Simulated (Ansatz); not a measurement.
# Co: a trial structure relaxed

Where does Co go from the start given, O type (R-3m, No. 166)?

Method: DFT PBE, scalar-relativistic, plane waves, PAW, in Ansatz 0.2.0.

## 1. The system as given

It takes space group R-3m (No. 166, trigonal). Conventional cell: a = 2.896 Å, b = 2.896 Å, c = 10.403 Å, α = 90.00°, β = 90.00°, γ = 120.00°. Around Co (site symmetry 3m) lie 1 Co at 1.20 Å.

As a file:

```
Co
1.0
     1.44818    0.83611    3.46777
    -1.44818    0.83611    3.46777
     0.00000   -1.67222    3.46777
Co
2
Direct
  0.05770 0.05770 0.05770
  0.94230 0.94230 0.94230
```

(A quick probe on a coarse mesh, which set the mesh and smearing, is not shown.)

## 3. Coarse relaxation

Input file input.yaml:

```yaml
crystal:
  lattice:
    - [1.4481836629, 0.8361092276, 3.4677681311]
    - [-1.4481836629, 0.8361092276, 3.4677681311]
    - [0.0, -1.6722184552, 3.4677681311]
  atoms:
    - { symbol: Co, position: [0.0577, 0.0577, 0.0577] }
    - { symbol: Co, position: [0.9423, 0.9423, 0.9423] }
basis:
  ecutwfc: 420
kpoints:
  mp_grid: { grid: [9, 9, 9] }
hamiltonian:
  xc: pbe
scf:
  occupations: { method: gaussian, width: 0.1 }
  lower_state_search: "off"
output:
  forces: true
  stress: true
  eigenvalues: true
relax:
  adjacent_minimum: "off"
  f_tol: 0.04
  max_steps: 70
  cell: { stress_tol: 0.4 }
```

Further runs follow: full relaxation.

**Question.** What will these runs give?

The runs gave:

| quantity | value |
| --- | --- |
| cell (conventional) | a = 2.421 Å, b = 2.421 Å, c = 12.673 Å, α = 90.00°, β = 90.00°, γ = 120.00° |
| space group | R-3m (No. 166) |
| volume | 10.73 Å³/atom |
| gap on the mesh | none (metal) |

The space group stayed R-3m, and from the first guess the volume went from 12.60 to 10.73 Å³/atom. A spin-polarised run here lost its starting moments, which speaks against magnetism, though one start doesn't rule it out. Where forces pass 15 eV/Å atoms stand far too close, the PAW spheres overlap strongly and those numbers are rough.
